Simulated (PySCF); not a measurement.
# SnSe under changes of volume

One of the cells (27.271 Å³/atom); the others are scaled copies at fixed shape and fractional positions:

```
CELL_PARAMETERS angstrom
0.00000 3.01000 3.01000
3.01000 0.00000 3.01000
3.01000 3.01000 0.00000
ATOMIC_POSITIONS crystal
Sn 0.00000 0.00000 0.00000
Se 0.50000 0.50000 0.50000
```

Measurements of this composition are mostly on another form, of space group No. 62.

- Program: PySCF 2.14.0
- Functional: PBE
- Potentials or basis: TZVP-MOLOPT-SR/GTH-PBE (potentials made for PBE)
- k mesh: 6 × 6 × 6
- Occupations: fermi-dirac, width 0.05 eV
- Spin: no spin polarisation

```csv
volume (Å³/atom),energy over the lowest point (meV/atom),gap on the mesh (eV)
25.635,36.33,0.80
26.180,?,?
26.725,9.88,0.61
27.271,3.08,0.52
27.816,0.00,0.44
28.362,0.28,0.36
28.907,3.64,0.29
```

Question: What does the run at 26.180 Å³/atom give?

Answer: Energy over the lowest point 20.81 meV/atom; gap on the mesh 0.70 eV.

Worked out: A Birch-Murnaghan fit of order 3 (a polynomial in V^(-2/3)) to the other rows has its minimum at 28.04 Å³/atom with B0 = V·E''(V) = 49 GPa and B' = 4.2. It gives 20.82 meV/atom at 26.180 Å³/atom, against the run's 20.81. A straight line through the other rows of the gap, of slope -4.26 eV per unit of ln V (its deformation potential), gives 0.70 eV, against the run's 0.70.

Energies are extrapolated to zero smearing.

Caveats: spin-orbit coupling is left out, which moves the levels of the heavy elements; the basis of atomic orbitals isn't converged, which shifts pressures, moduli and gaps.

A mesh can miss the band edges.
